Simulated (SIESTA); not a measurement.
HgTe (Coloradoite):

```xyz
2
Lattice="0.0000 3.2145 3.2145 3.2145 0.0000 3.2145 3.2145 3.2145 0.0000" Properties=species:S:1:pos:R:3 pbc="T T T"
Hg    0.0000    0.0000    0.0000
Te    4.8217    4.8217    4.8217
```

```yaml
Program: SIESTA 5.4.2
Task: relaxation of cell and atoms
Functional: WC
Potentials_or_basis: PseudoDojo 0.4 standard (PBEsol files)
Basis: DZP (energy shift 0.002 Ry)
Grid_cutoff: 800 Ry
Energy_shift: 0.002 Ry
k_mesh: 7 × 7 × 7
Occupations: fermi-dirac, width 0.05 eV
Spin: no spin polarisation
```

At the start: pressure 3.2 GPa; volume 33.22 Å³/atom.

Question: Where does the relaxation end?

Answer: Over 4 steps the energy falls by 20.2 meV/atom and the volume is 35.41 Å³/atom (+6.6 %); space group F-43m (No. 216, to 0.05 Å).

Step by step:
```
step  energy change (eV)  largest force (eV/Å)  pressure (GPa)  volume (Å³)
   1              0.0000                0.0000            3.20        66.43
   2             -0.0043                0.0000            3.02        66.65
   3             -0.0403                0.0001            0.12        70.62
   4             -0.0404                0.0001            0.00        70.82
```

Final structure:
```
Hg Te
1.0
     0.00008    3.28386    3.28386
     3.28386    0.00008    3.28386
     3.28386    3.28386    0.00008
Hg Te
1 1
Direct
  0.00000 0.00000 0.00000
  0.75000 0.75000 0.75000
```

Caveat: semicore shells carry a single zeta, which can move pressures by several GPa and volumes by a few percent; the potentials were made for another functional, which shifts forces and pressure; the basis of atomic orbitals isn't converged, which shifts pressures, moduli and gaps.
